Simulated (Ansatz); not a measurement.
CsPbI3 (cubic perovskite)

```yaml
crystal:
  lattice:
    - [6.39047, 0.00000, 0.00000]
    - [0.00000, 6.39047, 0.00000]
    - [0.00000, 0.00000, 6.39047]
  atoms:
    - { symbol: Cs, position: [0.00000, 0.00000, 0.00000] }
    - { symbol: Pb, position: [0.50000, 0.50000, 0.50000] }
    - { symbol: I, position: [0.00000, 0.50000, 0.50000] }
    - { symbol: I, position: [0.50000, 0.50000, 0.00000] }
    - { symbol: I, position: [0.50000, 0.00000, 0.50000] }
```

The relaxed cell is deformed in two ways at once: its volume V is scaled, and at that volume it is stretched along z (the c axis of the conventional cell) so that c/a changes. Fractional atomic positions are held.

These are PBE (plane waves to 420 eV, PAW, scalar-relativistic; Ansatz, a program for electronic structure) values and carry that method's errors. k mesh 5×5×5 (Γ-centred), Fermi-Dirac smearing 0.05 eV. Stress and pressure are positive under compression. CsPbI3 was relaxed with its symmetry unable to fall. Spin-orbit coupling is left out, though I and Pb are heavy. This is a high-temperature form of CsPbI3.

Changes of σxx (GPa) from the point V/V₀ = 1.000, (c/a)/(c/a)₀ = 1.000 when one coordinate moves alone (two changes are said to add if the coupling is within 5 % of the smaller one, nearly so within 20 %):

```json
[
 {"point": "V/V₀ = 1.000, (c/a)/(c/a)₀ = 0.880", "change": "-0.981"},
 {"point": "V/V₀ = 1.000, (c/a)/(c/a)₀ = 0.920", "change": "-0.694"},
 {"point": "V/V₀ = 1.000, (c/a)/(c/a)₀ = 0.960", "change": "-0.369"},
 {"point": "V/V₀ = 0.920, (c/a)/(c/a)₀ = 1.000", "change": "1.488"},
 {"point": "V/V₀ = 0.947, (c/a)/(c/a)₀ = 1.000", "change": "0.915"},
 {"point": "V/V₀ = 0.973, (c/a)/(c/a)₀ = 1.000", "change": "0.423"},
 {"point": "V/V₀ = 1.027, (c/a)/(c/a)₀ = 1.000", "change": "-0.364"},
 {"point": "V/V₀ = 1.053, (c/a)/(c/a)₀ = 1.000", "change": "-0.676"},
 {"point": "V/V₀ = 1.080, (c/a)/(c/a)₀ = 1.000", "change": "-0.944"},
 {"point": "V/V₀ = 1.000, (c/a)/(c/a)₀ = 1.040", "change": "0.414"},
 {"point": "V/V₀ = 1.000, (c/a)/(c/a)₀ = 1.080", "change": "0.874"},
 {"point": "V/V₀ = 1.000, (c/a)/(c/a)₀ = 1.120", "change": "1.382"}
]
```

What is the change at V/V₀ = 1.027, (c/a)/(c/a)₀ = 0.880, where both move, and how far is it from the sum?

The sum of the single changes is -0.364 + (-0.981) = -1.345; the calculation gives -1.223, so the coupling contributes 0.122 (over 20 % of the smaller single change, not additive).

What is the change at V/V₀ = 0.920, (c/a)/(c/a)₀ = 0.880, where both move, and how far is it from the sum?

The sum of the single changes is 1.488 + (-0.981) = 0.507; the calculation gives 0.036, so the coupling contributes -0.471 (over 20 % of the smaller single change, not additive).

Do the two effects add at V/V₀ = 0.920, (c/a)/(c/a)₀ = 0.960? Give the computed change.

The sum of the single changes is 1.488 + (-0.369) = 1.119; the calculation gives 0.950, so the coupling contributes -0.169 (over 20 % of the smaller single change, not additive).

(Under strain, the slope of the energy per volume gives the stress and its curvature an elastic modulus.)
